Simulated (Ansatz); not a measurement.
Runs of Ansatz 0.2.0 on Mo. Symmetry: Im-3m, No. 229, cubic system. The conventional cell has a = 3.168 Å, b = 3.168 Å, c = 3.168 Å, α = 90.00°, β = 90.00°, γ = 90.00°. Mo (site symmetry m-3m) has 8 Mo at 2.74 Å as nearest neighbours. 

```csv
level,gap on the mesh (eV),pressure (GPa),relaxed volume (Å³/atom)
RPBE,none,0.0,15.99
BLYP,none,0.0,16.40
revPBE,none,0.0,(b)
LDA,none,0.0,(a)
PBEsol,none,0.0,15.32
```

Alike in all rows: task relaxation of cell and atoms; potentials or basis Ansatz PAW; no spin polarisation; cell relaxed; k mesh 12 × 12 × 12; cutoff (eV) 420; smearing fermi-dirac 0.05 eV.

**Question.** Estimate the missing entries.

**Answer.** (a) 15.06; (b) 15.93.

Caveats: the plane-wave basis is chosen anew once the cell has moved, so the energies of steps on either side of that aren't comparable; the PAW data sets come from PBE, with cores solved anew for the run's functional, which leaves a small shift of forces and pressure.

A k mesh can miss the band edges, and the runs leave out spin-orbit coupling on Mo.

A gap of «none» marks a metal or a gap under the smearing width.

Runs at the PBE level aren't shown here.
